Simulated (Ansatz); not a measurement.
## LiH (CsCl type): gap against strain (uniaxial along z, other directions held)

LiH, CsCl type, relaxed with r2SCAN in the PAW code Ansatz, then strained (uniaxial along z, other directions held; changes of length per length, axes as in the cell below) with the atoms relaxed again within the symmetry that is left. The symmetry is Pm-3m (No. 221, cubic); conventional cell a = 2.502 Å, 7.83 Å³ an atom. Around Li lie 8 H at 2.17 Å; around H lie 8 Li at 2.17 Å. (Calculated; spin-unpolarised; the phase may be known or hypothetical.)

```xyz
2
Lattice="2.5017 0.0000 0.0000 0.0000 2.5017 0.0000 0.0000 0.0000 2.5017" Properties=species:S:1:pos:R:3 pbc="T T T"
Li    0.0000    0.0000    0.0000
H     1.2508    1.2508    1.2508
```

Gaps are the least over each mesh (PBE 10×10×10, r2SCAN 10×10×10, HSE06 8×8×8 when unstrained) and the special points, which keep their unstrained names; stress is the change from the unstrained cell, compression positive.

```tsv
strain (%)	gap, PBE (eV)	gap, r2SCAN (eV)	gap, HSE06 (eV)	edges, HSE06	stress along the strain, r2SCAN (GPa)	energy rise, r2SCAN (meV/atom)
-5.73	0.434	0.833	1.137	R → X	+12.24	16.4
-2.86	0.581	0.990	1.283	R → X	+5.72	3.9
0.0	0.707	1.124	1.407	R → X	0.00	0.0
+5.69	0.291	0.689	0.977	R → X	-9.49	13.7
```

Problem. Estimate the row for a strain of -1.2 %.

Solution.
```tsv
strain (%)	gap, PBE (eV)	gap, r2SCAN (eV)	gap, HSE06 (eV)	edges, HSE06	stress along the strain, r2SCAN (GPa)	energy rise, r2SCAN (meV/atom)
-1.2	0.657	1.070	1.358	R → X	+2.31	0.7
```

Between zero and the nearest strains the slope of the HSE06 gap against strain is +0.041 eV per percent for negative and -0.075 for positive strain; it falls either way, as happens when edge states split or other valleys take over.

The meshes of the hybrids are coarse, so their gaps aren't converged to the digits shown.
